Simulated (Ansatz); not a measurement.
Runs of Ansatz 0.2.0 on MoS2. The cell holds a slab with vacuum, 6 atoms: a = 3.185 Å, b = 3.185 Å, c = 21.671 Å, α = 90.00°, β = 90.00°, γ = 120.00°. 

| task | level | potentials or basis | k mesh | cutoff (eV) | smearing | basis error allowed | gap on the mesh (eV) | largest force (eV/Å) |
| --- | --- | --- | --- | --- | --- | --- | --- | --- |
| band structure | PBEsol | all-electron LAPW, scalar-relativistic | 10 × 10 × 2 | 241 | fermi-dirac 0.05 eV | 0.002 eV/atom | 1.38 | 0.13 |
| dielectric tensor | PBEsol | all-electron PAW datasets made for the crystal | 10 × 10 × 2 | 340 | fixed | - | 1.38 | - |
| single point | PBEsol | all-electron LAPW, scalar-relativistic | 6 × 6 × 2 | 241 | fermi-dirac 0.03 eV | 0.002 eV/atom | (a) | 0.13 |
| phonons | PBEsol | all-electron LAPW, scalar-relativistic | 10 × 10 × 2 | 258 | fermi-dirac 0.05 eV | 0.002 eV/atom | 1.38 | 0.13 |
| single point | PBEsol | all-electron LAPW, scalar-relativistic | 10 × 10 × 2 | 262 | fermi-dirac 0.05 eV | 0.001 eV/atom | 1.38 | 0.13 |
| band structure | LDA | all-electron LAPW, scalar-relativistic | 10 × 10 × 2 | 242 | fermi-dirac 0.05 eV | 0.002 eV/atom | 1.36 | 0.38 |

Alike in all rows: no spin polarisation; cell as given.

Q: Fill in the values left out.

A: (a) 1.24.

A k mesh can miss the band edges, and the runs leave out spin-orbit coupling on Mo.

Not every run made on this cell is shown here.
